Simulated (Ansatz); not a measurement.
`C[Se][InH2]` + `C=C(C)C(=O)O` → `C=C(C)C(=O)OC` + `[SeH][InH2]`  (substitution at a C–Se bond)

Calculated with Ansatz (gas phase, PBE0-D4/def2-TZVP geometries, no zero-point term in ΔE). CCSD(T)/CBS is the MP2 limit (def2-TZVPP, def2-QZVPP) plus CCSD(T) − MP2 in def2-TZVPP, frozen cores. DFT in def2-TZVPP. def2 core potentials past Kr. For In, Se outer-core shells are correlated without core-valence functions, which leaves a few kJ/mol of doubt a bond. Scalar relativity is left out up to krypton. One conformer a species, not always the lowest.

Q: Is it downhill or uphill in electronic energy at CCSD(T)/CBS, and by how much? (Estimate.)

A: Computed: Uphill: ΔE = +30.1 kJ/mol.

Q: What do these levels give: PBE0-D4, HF/def2-TZVPP, CCSD/def2-TZVPP, CCSD(T)/def2-TZVPP, HF/def2-QZVPP, SCS-MP2/def2-QZVPP? (An estimate is asked.)

A: Ansatz gave: PBE0-D4 29.0, HF/def2-TZVPP 15.7, CCSD/def2-TZVPP 25.9, CCSD(T)/def2-TZVPP 27.2, HF/def2-QZVPP 15.4, SCS-MP2/def2-QZVPP 30.8 kJ/mol.

Largest T1 diagnostic among the species: 0.014.

In def2-TZVPP, CCSD(T) changes the Hartree–Fock value by +11.5 kJ/mol (the triples alone add +1.3 kJ/mol) and MP2 by +18.1 kJ/mol.
